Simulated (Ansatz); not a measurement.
**La2O3: 139La NMR of the central transition**

Cell: a Materials Project structure (computed, not necessarily an observed phase), taken as it stands.

Space group C2/m (No. 12); a = 14.7637, b = 3.7981, c = 9.2243 Å, β = 100.30°.

```csv
site,Wyckoff,site symmetry,x,y,z
La1,4i,m,0.3096,0.0000,0.8617
La2,4i,m,0.6345,0.0000,0.4925
La4,4i,m,0.0330,0.0000,0.8120
O7,4i,m,0.2003,0.0000,0.6273
O8,4i,m,0.1281,0.0000,0.2863
O9,4i,m,0.5258,0.0000,0.6566
O10,4i,m,0.1759,0.0000,0.9749
O15,2b,2/m,0.5000,0.0000,0.0000
```

One atom of each set is listed; the run and its k-mesh use a cell of 15 atoms with edges of 7.62, 7.62, 9.22 Å.

All values are calculated (Ansatz; DFT, r2SCAN, plane waves and PAW (field gradients read without the response of the frozen cores, which leaves them typically 4 to 6 % off), scalar-relativistic, 500 eV cutoff, Γ-centred 6×6×3 k-points, Fermi–Dirac smearing 0.02 eV), not measured.

139La has I = 7/2 and Q = 206.0 mb (Pyykkö 2018); at 18.8 T its Larmor frequency is ν₀ = 113.9 MHz (from the bare nuclear moment; shielding lowers the observed one by a per cent or two). Only the quadrupole interaction is simulated: positions count from each site's isotropic chemical shift, and shift anisotropy, dipolar and J coupling are left out.

Q: Give C_Q, η, the quadrupolar product P_Q = |C_Q|(1 + η²/3)^½, the second-order isotropic shift and the breadth of the pattern (static powder) for each La site.

A: 

| site | first shell | C_Q (MHz) | η | P_Q (MHz) | δ_QIS (ppm) | breadth (kHz) |
| --- | --- | --- | --- | --- | --- | --- |
| La1 | 7 O at 2.39–2.87 Å | 47.3 | 0.46 | 49.0 | -471 | 370 |
| La2 | 7 O at 2.38–2.85 Å | 23.6 | 0.50 | 24.6 | -119 | 94.2 |
| La4 | 6 O at 2.36–2.67 Å | 99.0 | 0.75 | 108 | -2284 | 1920 |

δ_QIS = −(ν_Q²/30ν₀²)[I(I+1) − 3/4](1 + η²/3) × 10⁶ ppm with ν_Q = 3|C_Q|/[2I(2I−1)]; it falls as 1/B₀² in ppm, and the breadth as 1/B₀ in kHz.

Without spin–orbit coupling (the program notes it for La) the gradients are little affected as a rule: paired runs on crystals with a gap mostly move them by under 2 % at such atoms.
